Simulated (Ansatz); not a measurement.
# FeO (Wuestite) (Fm-3m) in Ansatz: settings compared, part 2 of 2

Ansatz 0.2.0.

## Step 4: Relaxation of cell and atoms, BLYP+D3(BJ), collinear spin, ferromagnetic start

The input, input.yaml:

```yaml
crystal:
  lattice:
    - [0.0, 2.1554, 2.1554]
    - [2.1554, 0.0, 2.1554]
    - [2.1554, 2.1554, 0.0]
  atoms:
    - { symbol: Fe, position: [0.0, 0.0, 0.0], spin: 3.0 }
    - { symbol: O, position: [0.5, 0.5, 0.5] }
hamiltonian:
  xc: blyp
  pseudopotentials: { kind: paw }
  dispersion: d3bj
magnetization:
  spin_polarized: true
kpoints:
  mp_grid: { grid: [11, 11, 11] }
scf:
  occupations: { method: fermi_dirac, width: 0.05 }
output:
  forces: true
  stress: true
relax:
  f_tol: 0.01
  max_steps: 40
  cell: { stress_tol: 0.05 }
```

Potentials or basis: Ansatz PAW.

On the command line:

```sh
ansatz run input.yaml --threads 2 --pin off --max-ram 5632MiB --backend cpu --events-out ev --progress --plain --runs-dir out
```

What it wrote:

```text
Warning: RAYON_NUM_THREADS=2 ignored (pool sized by the plan → 2); use --threads N
Engine: ansatz 0.2.0, aarch64-unknown-linux-gnu
Pseudopotentials: kind: paw
Pseudopotential: Fe, paw, valence charge 16, recommended cutoff 420 eV (normal), Fe.paw.azcp
Pseudopotential: O, paw, valence charge 6, recommended cutoff 420 eV (normal), O.paw.azcp
Functional definition: BLYP
  parameter beta = 0.0042
  parameter a = 0.04918
  parameter b = 0.132
  parameter c = 0.2533
  parameter d = 0.349
  exchange = b88_x(beta = beta)
  correlation = lyp_c(a = a, b = b, c = c, d = d)
Crystal: 2 atoms, lattice volume = 20.027 Å³
Basis set: ecut = 420 eV, 387 PW (Γ), exchange–correlation on 48×48×48 points (8 copies of the dense FFT grid, shifted against one another)
Bands: 17, of which v1, the nominal top of the filled ones, is band 11 counted from 1 (10 counted from 0)
Symmetry: 48 space group operations
Space group: Fm-3m (ITA 225), of the structure as read, at distance tolerance 2.7e-5 Å
Magnetic group: BNS 225.116 (UNI 1618), of the structure as read, at distance tolerance 2.7e-5 Å
k-points: 56 of 1331
Non-local potential: Fe, projectors of the file, l = 0: 3, l = 1: 2, l = 2: 3, l = 3: 1
Non-local potential: O, projectors of the file, l = 0: 2, l = 1: 2, l = 2: 1
PAW form: soft (Blöchl's): semilocal exchange-correlation on the pseudo side does not see the compensation charge
PAW frozen core: Fe, regenerated for the run's functional, and the local potential with it (the file was generated under x = pbe(κ = 0.804, μ = 0.2195149727645171), c = pbe(β = 0.06672455060314922))
PAW frozen core: O, regenerated for the run's functional, and the local potential with it (the file was generated under x = pbe(κ = 0.804, μ = 0.2195149727645171), c = pbe(β = 0.06672455060314922))
PAW one-centre angular grid: Fe, 590 points (default); XC on 64 Gauss nodes
PAW one-centre angular grid: O, 110 points (default); XC on 64 Gauss nodes
Initial density: superposition of atomic densities (chi_scale 0.1, normalization cell, long waves kept (reshape's long-wave potential 0.00 eV rms))
Starting moments: Σ|m| = 3 μB on 1 of 2 sites
Initial wavefunctions: pseudopotential atomic-orbital guess
Functional: x = b88, c = lyp
SCF iter   1: F=—  HF=-5057.209578 eV  |F-HF|=—  |Δ(HF+E_count)|=         —  Δρ=1.22e-1 (↑1.22e-1 ↓5.66e-2)  dr2=3.85e0  dr2_m=5.62e-1  M=3.375 μB ∫|m|=3.375 μB  β_m=0.30  ethr=3.10e-3  ⟨swp⟩=4.3  Hψ=7902  notcnv=0
Mixer restart at iter 1: flushing history
preconditioner: auto → none  [metal: Δε(μ)=0.018 eV  Ē_g=13.034 eV  σ=0.050 eV  W_gap=0.09  n_scr=8 (ndim 8)  ℏωp=31.0 eV  f_vac=0.000  D(μ)=3.32/eV (n_scr^D=58)  sad-step TF]
SCF iter   2: F=—  HF=-5057.371367 eV  |F-HF|=—  |Δ(HF+E_count)|=   1.62e-1  Δρ=7.31e-2 (↑7.31e-2 ↓3.87e-2)  dr2=6.88e-1  dr2_m=4.42e-1  M=3.552 μB ∫|m|=3.553 μB  β_m=0.44  ethr=3.10e-3  ⟨swp⟩=2.9  Hψ=4530  notcnv=0  defer=38
SCF iter   3: F=—  HF=-5057.657834 eV  |F-HF|=—  |Δ(HF+E_count)|=   2.86e-1  Δρ=3.58e-2 (↑3.58e-2 ↓2.99e-2)  dr2=1.56e-1  dr2_m=1.61e-1  M=3.724 μB ∫|m|=3.726 μB  β_m=0.57  ethr=3.10e-3  ⟨swp⟩=2.0  Hψ=3309  notcnv=0  defer=40
SCF iter   4: F=—  HF=-5057.785746 eV  |F-HF|=—  |Δ(HF+E_count)|=         —  Δρ=2.13e-2 (↑2.13e-2 ↓1.86e-2)  dr2=5.87e-2  dr2_m=5.38e-2  M=4.000 μB ∫|m|=4.007 μB  β_m=0.57  ethr=7.07e-4  ⟨swp⟩=2.6  Hψ=3355  notcnv=0  defer=40
Mixer restart at iter 4: flushing history
SCF iter   5: F=—  HF=-5057.788990 eV  |F-HF|=—  |Δ(HF+E_count)|=   3.24e-3  Δρ=9.65e-3 (↑8.49e-3 ↓9.65e-3)  dr2=9.65e-3  dr2_m=1.13e-2  M=3.999 μB ∫|m|=4.008 μB  β_m=0.62  ethr=2.67e-4  ⟨swp⟩=2.1  Hψ=4164  notcnv=0  defer=50
[... 38 lines left out ...]
preconditioner: auto → none  [metal: Δε(μ)=0.022 eV  Ē_g=13.607 eV  σ=0.050 eV  W_gap=0.11  n_scr=0 (ndim 8)  ℏωp=31.1 eV  f_vac=0.000  D(μ)=1.50/eV (n_scr^D=14)]
SCF iter   2: F=—  HF=-5057.788154 eV  |F-HF|=—  |Δ(HF+E_count)|=   5.37e-8  Δρ=1.40e-5 (↑1.40e-5 ↓1.11e-5)  dr2=9.37e-8  dr2_m=7.77e-10  M=4.000 μB ∫|m|=4.010 μB  β_m=0.33  ethr=3.81e-10  ⟨swp⟩=2.0  Hψ=2698  notcnv=0
SCF iter   3: F=—  HF=-5057.788154 eV  |F-HF|=—  |Δ(HF+E_count)|=   1.37e-8  Δρ=5.45e-6 (↑5.45e-6 ↓4.13e-6)  dr2=4.59e-9  dr2_m=4.39e-10  M=4.000 μB ∫|m|=4.010 μB  β_m=0.67  ethr=3.81e-10  ⟨swp⟩=2.1  Hψ=2592  notcnv=0
SCF iter   4: F=—  HF=-5057.788154 eV  |F-HF|=—  |Δ(HF+E_count)|=   3.65e-8  Δρ=1.87e-6 (↑1.87e-6 ↓1.60e-6)  dr2=1.67e-9  dr2_m=1.36e-11  M=4.000 μB ∫|m|=4.010 μB  β_m=0.59  ethr=2.09e-11  ⟨swp⟩=2.0  Hψ=2683  notcnv=0
SCF iter   5: F=—  HF=-5057.788154 eV  |F-HF|=—  |Δ(HF+E_count)|=   1.69e-9  Δρ=5.32e-7 (↑5.32e-7 ↓4.22e-7)  dr2=8.55e-11  dr2_m=1.60e-11  M=4.000 μB ∫|m|=4.010 μB  β_m=0.76  ethr=7.61e-12  ⟨swp⟩=2.5  Hψ=3008  notcnv=0
SCF iter   6: F=—  HF=-5057.788154 eV  |F-HF|=—  |Δ(HF+E_count)|=  2.73e-10  Δρ=1.49e-7 (↑6.26e-8 ↓1.49e-7)  dr2=7.19e-12  dr2_m=7.71e-13  M=4.000 μB ∫|m|=4.010 μB  β_m=0.82  ethr=1.00e-12  ⟨swp⟩=2.1  Hψ=2467  notcnv=0
SCF iter   7: F=-5057.788154 eV  HF=-5057.788154 eV  |F-HF|=9.09e-13  |Δ(HF+E_count)|=  8.19e-12  Δρ=6.38e-8 (↑9.05e-9 ↓6.38e-8)  dr2=9.53e-13  dr2_m=1.51e-13  M=4.000 μB ∫|m|=4.010 μB  ethr=1.00e-12  ⟨swp⟩=3.5  Hψ=6784  notcnv=0
WARN: dispersion: an atom stands within reach of a switch of its C6 between two reference coordination numbers of its element: through that C6 alone, e_disp changes by 0.025 eV or more while the distances to its neighbours run over a stretch of 0.05 Å that contains this geometry (sites counted from 0 in the run's list of atoms or, in a supercell that it derives, in that cell's: here a list of 2) — site 0 (Fe): coordination number 6.149 (about 5.16 to 7.14 with every neighbour 0.05 Å farther or nearer), switch near 5.393 between the references 9.138 (weight 1.00) and 1.648 (weight 0.00), e_disp changing by some 0.50 eV. This is how the published method behaves, and the energy and the forces stay consistent. Where you compare this geometry's total energy with another's, compare their components.e_disp too, and, where the geometries are yours to choose, keep both on one side of the switch, which a site's coordination number tells: a relaxation that ends in reach of it can search the other side under relax.adjacent_minimum: search, except where no move that the cell, the constraints and the symmetry allow carries the atom there
SCF 4 converged in 7 iterations: F = -5057.788154 eV  dr2 = 9.53e-13
relax step   4: F+E_penalty+E_count = -5057.78815444 eV  Δ(F+E_penalty+E_count) = +2.248e-4 eV  max|allowed force component| = 6.245e-30 eV/Å  Δτ_max = 0.0000 Å  P = -0.007 GPa  Ω = 20.007 Å³  stress off target by 6.67e-3 GPa  SCF on the basis re-selected at this cell (its energy is not comparable with the rows above)  (7 SCF iters)
basis re-selected at this cell: Δ(F+E_penalty+E_count) = +2.248e-4 eV, ΔP = -0.008 GPa vs the last step (what re-selecting the basis moved, of the pressure what is left beyond the Pulay correction that the steps carried, after the strain that the cell walked since its last selection, with what the two solves' SCF thresholds leave and, on support functions, any second-order correction that the steps lacked; it is no measure of the basis error at this ecutwfc). This SCF's stress stands 6.67e-3 GPa from its target on what of the cell is left free (relax.cell.stress_tol is 5.00e-2 GPa) and its largest allowed force component is 6.25e-30 eV/Å (relax.f_tol is 1.00e-2 eV/Å): within both
SCF converged after 7 iterations
Magnetization: 3.9998 μB (12.9999 up, 9.0001 down)
Absolute magnetization: 4.0100 μB (∫|ρ↑−ρ↓|, with the PAW one-centre terms)
Spin contamination: 0.0100 ħ² per cell (⟨S²⟩ above its minimum at these occupations)
Per-site moments (μB) at R_I (Å): [(3.435320926298469, 0.8888071634127461), (0.3414365184067171, 0.8888071634127461)]
Free energy (F): -5057.788154 eV
Harris-Foulkes:  -5057.788154 eV  (|F-HF|=9.09e-13)
Internal energy: -5057.776015 eV  (E = F + TS)
E sigma→0 (E₀):  -5057.782085 eV
Entropy (-TS):   -0.012140 eV (-6.070 meV/atom)
Fermi energy:    14.908243 eV
--- Per-component energies (eV) ---
  E_band       = -257.160335
  E_kinetic    = 516.550154
  E_local      = -2601.551105  (includes V_loc(G=0)·N_el)
  E_nonlocal   = 278.291864
  E_hartree    = 1064.096775
  E_xc         = -186.001623
  E_vxc        = -237.854148  (∫ρ·V_xc dr)
  E_paw        = -1542.004078  (= ΣΔE_a)
  E_vpaw       = -340.794125  (= ΣTr[D̂ρ^β])
  E_aug_tail   = 0.003448  (compensation charges beyond the density's cutoff)
  E_ewald      = -2586.315719
  E_disp       = -0.858436  (pairwise vdW)
  E_core_change = 0.012704  (= ΣΔE_core)
  E_smearing   = -0.012140  (= −TS)
  E_closure    = 0.000000  (closes the sum)
  Σ components = -5057.788154   (vs F -5057.788154, Δ=0.00e0)
--- Forces (eV/Å), atoms counted from 1 ---
  atom   1  Fe    -0.00000000     0.00000000    -0.00000000
  atom   2  O      0.00000000     0.00000000     0.00000000
  max |Σ_I F_I| component: 1.06e-29 eV/Å
--- Stress (GPa, compression-positive) ---
       -0.006673       0.000000      -0.000000
        0.000000      -0.006673       0.000000
       -0.000000       0.000000      -0.006673
  P = ⅓ Tr σ = -0.0067 GPa (-0.067 kbar)
--- Relaxed structure (3 steps of the walk, 3 accepted, 1 SCFs on fresh bases) ---
  F+E_penalty+E_count = -5057.78815444 eV   max|allowed force component| = 6.245e-30 eV/Å   (the final SCF, on the basis selected at the relaxed cell)
  cell:  # Å, volume = 20.0069 Å³
    - [4.139989776727666e-35, 2.154684032515748, 2.154684032515748]
    - [2.154684032515748, 5.110299880648213e-35, 2.154684032515748]
    - [2.154684032515748, 2.154684032515748, -1.113119847420648e-34]
  atoms:
    - { symbol: Fe, position: [1.3961517760261056e-36, -1.512497757365565e-36, -2.2105736453820035e-36] }
    - { symbol: O, position: [0.5, 0.5, 0.5] }
```

Run time: 6 s. Hardware: 2 threads of Arm Neoverse V1, shared host; peak memory 0.32 GiB.

What came out:

| Item | Value |
| --- | --- |
| Free energy | -5057.7882 eV |
| Relaxed volume | 10.00 Å³/atom |
| Relaxed cell | a = 3.047 Å, b = 3.047 Å, c = 3.047 Å, α = 60.00°, β = 60.00°, γ = 60.00° |
| Space group after relaxing (to 0.05 Å) | Fm-3m (No. 225) |
| Energy gained by relaxing | -0.1 meV/atom |
| Ionic steps | 4 |
| Pressure after relaxing | 0.0 GPa |
| Net moment | 4.00 μB per cell |
| Absolute moment | 4.01 μB per cell |
| Site moments | Fe +3.44; O +0.34 μB |

The path:
| step | energy change (eV) | largest force (eV/Å) | volume (Å³) |
| --- | --- | --- | --- |
| 1 | 0.0000 | 0.0000 | 20.03 |
| 2 | -0.0001 | 0.0000 | 20.01 |
| 3 | -0.0001 | 0.0000 | 20.01 |
| 4 | 0.0001 | 0.0000 | 20.01 |

Final structure:
```
Fe O
1.0
     0.00000    2.15468    2.15468
     2.15468    0.00000    2.15468
     2.15468    2.15468    0.00000
Fe O
1 1
Direct
  0.00000 0.00000 0.00000
  0.50000 0.50000 0.50000
```

Caveat: the plane-wave basis is chosen anew once the cell has moved, so the energies of steps on either side of that aren't comparable; the pressure holds a Pulay correction of +0.8 GPa for the finite cutoff; a cell with one magnetic atom can't hold antiferromagnetic order, which such compounds often take; the PAW data sets come from PBE, with cores solved anew for the run's functional, which leaves a small shift of forces and pressure.

## Step 5: Summary

```csv
level,pressure (GPa),moment (μB),relaxed volume (Å³/atom)
revPBE+D3(BJ),0.0,4.00,9.87
revPBE+D4,0.0,4.00,9.84
BLYP+D3(BJ),0.0,4.00,10.00
```

Alike in all rows: task relaxation of cell and atoms; potentials or basis Ansatz PAW; spin collinear, ferromagnetic start; cell relaxed; k mesh 11 × 11 × 11; cutoff (eV) 420; smearing fermi-dirac 0.05 eV.

Caveats: the plane-wave basis is chosen anew once the cell has moved, so the energies of steps on either side of that aren't comparable; a cell with one magnetic atom can't hold antiferromagnetic order, which such compounds often take; the PAW data sets come from PBE, with cores solved anew for the run's functional, which leaves a small shift of forces and pressure.

Total energies depend on the potentials used, so only differences within one code and one set of settings carry meaning.
